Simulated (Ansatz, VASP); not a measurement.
# WS2 (Tungstenite): VASP beside Ansatz

```
CELL_PARAMETERS angstrom
3.15379 0.00000 0.00000
-1.57689 2.73126 0.00000
0.00000 0.00000 12.14329
ATOMIC_POSITIONS crystal
W 0.33333 0.66667 0.25000
W 0.66667 0.33333 0.75000
S 0.33333 0.66667 0.62031
S 0.66667 0.33333 0.12031
S 0.33333 0.66667 0.87969
S 0.66667 0.33333 0.37969
```

Alike in both runs: functional PBE; dispersion D3(BJ); k mesh 12 × 12 × 4; occupations gaussian, width 0.02 eV; no spin polarisation.

Ansatz relaxed the structure, and its values are those at the end. VASP's run is a single point on that final structure, the one shown.

|  | VASP | Ansatz |
| --- | --- | --- |
| version | VASP 6.6.1 | Ansatz 0.2.0 |
| potentials or method | VASP PAW PBE potentials, release 64 (W_sv, S) | scalar-relativistic, plane waves, PAW |
| plane-wave cutoff (eV) | 520 | 420 |
| valence electrons in the cell | 52 | 52 |

Ansatz gave:

* gap on the k mesh at the Fermi level (eV): 0.89
* least direct gap on the mesh (eV): 1.83
* pressure (GPa): 0.0

Q: What did VASP give for the same quantities?

A: gap on the k mesh at the Fermi level (eV): 0.91; least direct gap on the mesh (eV): 1.84; pressure (GPa): 0.0.

With one functional, cell and mesh, what is left measures potentials, basis and numerics.

Caveats: spin-orbit coupling is left out, which moves the levels of the heavy elements. A hybrid or GW would open this gap; PBE tends to underestimate it. A k mesh can miss the band edges.
